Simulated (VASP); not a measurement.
Runs of VASP 6.6.1 on PtS2. Symmetry: P-3m1, No. 164, trigonal system. Conventional cell: a = 3.543 Å, b = 3.543 Å, c = 5.039 Å, α = 90.00°, β = 90.00°, γ = 120.00°. Pt (site symmetry -3m) is surrounded by 6 S at 2.34 Å. Around S (site symmetry 3m) lie 3 Pt at 2.34 Å. 

| task | level | spin | k mesh | smearing | gap on the mesh (eV) | pressure (GPa) | largest force (eV/Å) |
| --- | --- | --- | --- | --- | --- | --- | --- |
| band structure | SCAN | off | 9 × 9 × 5 | fermi-dirac 0.05 eV | 1.30 | 5.6 | 0.86 |
| band structure | rSCAN | off | 9 × 9 × 5 | fermi-dirac 0.05 eV | 1.18 | 8.9 | 1.18 |
| band structure | r2SCAN | SOC, no magnetisation | 7 × 7 × 4 | fermi-dirac 0.05 eV | - | 9.4 | 1.24 |
| band structure | SCAN | SOC, no magnetisation | 7 × 7 × 4 | fermi-dirac 0.05 eV | - | 5.7 | 0.89 |
| single point | PBE | off | 9 × 9 × 5 | gaussian 0.012 eV | (b) | 11.1 | 1.21 |
| band structure | r2SCAN | off | 9 × 9 × 5 | fermi-dirac 0.05 eV | (a) | (c) | 1.21 |

Alike in all rows: potentials or basis VASP PAW PBE potentials, release 64 (Pt, S); cell as given; cutoff (eV) 520.

Fill in the values left out.

(a) 1.19; (b) 1.03; (c) 9.2.

Caveats: the PAW data sets were made with another functional, which shifts forces and pressure a little (some runs); spin-orbit coupling is left out, which moves the levels of the heavy elements (some runs); an odd mesh through Γ misses points on the zone boundary, where band edges often lie (some runs); forces of over 1 eV/Å show positions far from the minimum, so gaps and moduli don't describe the material at rest (some runs).

A k mesh can miss the band edges, and rows without SOC leave out spin-orbit coupling on Pt.
